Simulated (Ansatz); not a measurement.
# Changed inputs in constrained RPA: PtF2 (1T sheet), part 2 of 2

What does U in PtF2 (1T sheet) depend on besides the window?

Ansatz 0.2.0; constrained RPA on PBEsol, plane waves, PAW.

So far. Step 5 (Changed: accuracy high): On the Pt eg shell, screening brings the on-site interaction from 12.3 eV down to U = 4.54 eV. Step 6 (Changed: accuracy low): On the Pt eg shell, screening brings the on-site interaction from 12.3 eV down to U = 4.54 eV.

**8. Changed: strain -1.5%**

This step: constrained RPA on PBEsol, plane waves, PAW.

The cell differs from the one that the last finished run ended in (a 3.574 → 3.520 Å, b 3.574 → 3.520 Å).

Contents of input.yaml:

```yaml
crystal:
  lattice:
    - [0.0, 2.4892383668, 2.4892383668]
    - [2.4892383668, -2.4892383668, 0.0]
    - [16.77315334, 16.77315334, -16.77315334]
  atoms:
    - { symbol: Pt, position: [0.0, 0.0, 0.3205632404] }
    - { symbol: F, position: [0.3333333333, 0.6666666667, 0.3450912106] }
    - { symbol: F, position: [0.6666666667, 0.3333333333, 0.2960352702] }
  periodic: [true, true, false]
kpoints:
  mp_grid: { grid: [12, 12, 1] }
hamiltonian:
  xc: pbesol
scf:
  occupations: { method: gaussian, width: 0.08 }
  n_extra_bands: 19
  max_iter: 150
  lower_state_search: "off"
output:
  crpa:
    kmesh: [6, 6, 1]
    target_bands: [v1, c1]
    projections: [{ species: Pt, l: d, shell: 5, orbitals: [dz2, dx2-y2] }]
  local_orbitals:
    kmesh: [12, 12, 1]
    orbitals: [{ species: Pt, l: d, shell: 5, orbitals: [dz2, dx2-y2] }]
    window: { bands: [v1, c1] }
    seedname: lo
```

Started as:

```bash
$ ansatz run input.yaml --threads 4 --pin off --max-ram 14745MiB --backend cpu --events-out ev --progress --plain --runs-dir out
```

Numbers of over 12 decimals in the logs are rounded to 6 here.

The program printed:

```text
[...]
Crystal: 3 atoms, lattice volume = 311.795 Å³
Basis set: ecut = 420 eV, 6079 PW (Γ)
Bands: 35, of which v1, the nominal top of the filled ones, is band 16 counted from 1 (15 counted from 0)
Symmetry: 12 space group operations
[...]
k-points: 19 of 144
[...]
the weakly bound empty levels are not read free of the cell's end (no_gap_told)
[...]
χ-basis size per q: N_G = 1108..1152
[...]
Site 0, 5D, 2 of 5 d orbitals (Wannier functions 1, 2; wannier90's mr 1, 4):
      screened: U = 4.7132 eV, U' = 4.0364 eV, J = 0.3384 eV
      screened, to within: U = 1.1e-2 eV, U' = 1.1e-2 eV, J = 5.2e-4 eV
      bare: V = 12.4754 eV, V' = 11.3842 eV, J = 0.5456 eV
[...]
[key lines of the parts left out:]
SCF converged after 7 iterations
Free energy (F): -13980.448254 eV
Fermi energy:    -5.304337 eV
```

It took 69 s on 4 threads of Arm Neoverse V2, shared host; peak memory 1.6 GiB; 4.3 min of CPU time.

This step gave:

* U: 4.713 eV
* U prime (inter-orbital): 4.036 eV
* J: 0.3384 eV
* bare V: 12.48 eV
* bare J: 0.5456 eV
* stated bound on U: 0.01054 eV
* U over bare V: 0.3778
* electrons in the window: 2.000
* head of the constrained inverse dielectric matrix: 0.7919
* least eigenvalue of the projection's overlap: 0.3471
* target functions: 2
* bands in the sums: 34
* r.m.s. miss of the model bands: 1.66e-4 eV
* width of the target bands: 2.050 eV
* weight of the projected orbitals in the window: 0.7213

On the Pt eg shell, screening brings the on-site interaction from 12.5 eV down to U = 4.71 eV.

**9. Changed: potentials**

input.yaml, the sections that differ from step 8:

```yaml
crystal:
  lattice:
    - [0.0, 2.52714555, 2.52714555]
    - [2.52714555, -2.52714555, 0.0]
    - [16.77315334, 16.77315334, -16.77315334]
  atoms:
    - { symbol: Pt, position: [0.0, 0.0, 0.3205632404] }
    - { symbol: F, position: [0.3333333333, 0.6666666667, 0.3450912106] }
    - { symbol: F, position: [0.6666666667, 0.3333333333, 0.2960352702] }
  periodic: [true, true, false]
hamiltonian:
  xc: pbesol
  pseudopotentials: { kind: paw, source: ansatz }
output:
  crpa:
    kmesh: [6, 6, 1]
    target_bands: [v1, c1]
    projections: [{ species: Pt, l: d, shell: 5, orbitals: [dz2, dx2-y2] }]
# kpoints, scf: as in step 8
```

The program printed:

```text
[...]
Crystal: 3 atoms, lattice volume = 321.363 Å³
Basis set: ecut = 1050 eV, 24825 PW (Γ)
Bands: 35, of which v1, the nominal top of the filled ones, is band 16 counted from 1 (15 counted from 0)
Symmetry: 12 space group operations
[...]
k-points: 19 of 144
[...]
the weakly bound empty levels are not read free of the cell's end (no_gap_told)
[...]
χ-basis size per q: N_G = 1142..1190
[...]
Site 0, 5D, 2 of 5 d orbitals (Wannier functions 1, 2; wannier90's mr 1, 4):
      screened: U = 4.5366 eV, U' = 3.8809 eV, J = 0.3278 eV
      screened, to within: U = 9.7e-3 eV, U' = 9.7e-3 eV, J = 4.5e-4 eV
      bare: V = 12.3169 eV, V' = 11.2508 eV, J = 0.5331 eV
[...]
[key lines of the parts left out:]
SCF converged after 9 iterations
Free energy (F): -14008.748232 eV
Fermi energy:    -5.525399 eV
```

Elapsed: 4.8 min, on 4 threads; peak memory 5.4 GiB; 18 min of CPU time.

Numbers from this step:

* U: 4.537 eV
* U prime (inter-orbital): 3.881 eV
* J: 0.3278 eV
* bare V: 12.32 eV
* bare J: 0.5331 eV
* stated bound on U: 0.009668 eV
* U over bare V: 0.3683
* electrons in the window: 2.000
* head of the constrained inverse dielectric matrix: 0.7880
* least eigenvalue of the projection's overlap: 0.2783
* target functions: 2
* bands in the sums: 34
* width of the target bands: 1.961 eV
* weight of the projected orbitals in the window: 0.7237

On the Pt eg shell, screening brings the on-site interaction from 12.3 eV down to U = 4.54 eV.

**10. Side by side**

Times are wall times on 4 threads of Arm Neoverse V2, shared host, good to a factor of about two.

```csv
run,bare V (eV),U (eV),J (eV),bound on U (eV),width (eV),time
target window,12.32,4.545,0.329,0.0101,1.96,71 s
9×9×1 mesh,12.27,4.540,0.328,0.0089,1.96,3.3 min
3×3×1 mesh,12.58,4.694,0.338,0.0129,1.96,21 s
accuracy high,12.32,4.545,0.329,0.0013,1.96,86 s
accuracy low,12.32,4.541,0.329,0.1090,1.96,48 s
strain -1.5%,12.48,4.713,0.338,0.0105,2.05,69 s
potentials,12.32,4.537,0.328,0.0097,1.96,4.8 min
```

**11. Outcome**

```json
{"target window": "U 4.54 eV, J 0.33 eV", "9×9×1 mesh": "U 4.54 eV, J 0.33 eV", "3×3×1 mesh": "U 4.69 eV, J 0.34 eV", "accuracy high": "U 4.54 eV, J 0.33 eV", "accuracy low": "U 4.54 eV, J 0.33 eV", "strain -1.5%": "U 4.71 eV, J 0.34 eV", "potentials": "U 4.54 eV, J 0.33 eV"}
```

What this shows: 9×9×1 mesh moves U by −0.01 eV (within the solver's bounds, for the mean over orbitals) at 2.8 times the time. 3×3×1 mesh moves U by +0.15 eV at 0.30 times the time. Accuracy high moves U by +0.0003 eV (within the solver's bounds, for the mean over orbitals). Accuracy low moves U by −0.004 eV (within the solver's bounds, for the mean over orbitals). Strain -1.5% moves U by +0.17 eV. Potentials moves U by −0.01 eV (within the solver's bounds, for the mean over orbitals) at 4.0 times the time. The printed bound covers the solver alone, not the mesh. The parent state is non-magnetic and the interaction static (zero frequency); U depends on the window and the orbitals, so it belongs to this model alone. Spin-orbit coupling, which is strong for atoms this heavy, is left out.

[Paths, hosts, dates, memory and timing lines, banners, echoed tables and standing remarks are left out of the program output.]

[Logs are printed without paths, hosts, clocks, repeated set-up lines and the standing remarks that a program may print on its own settings, such as how far it seeks lower states.]

[Runs of the session that timed out or met a known fault of the program may be left out.]

[Hosts, paths, dates, database ids (printed as entryN), source tags and the programs' standing remarks are cut or masked in the printed files.]
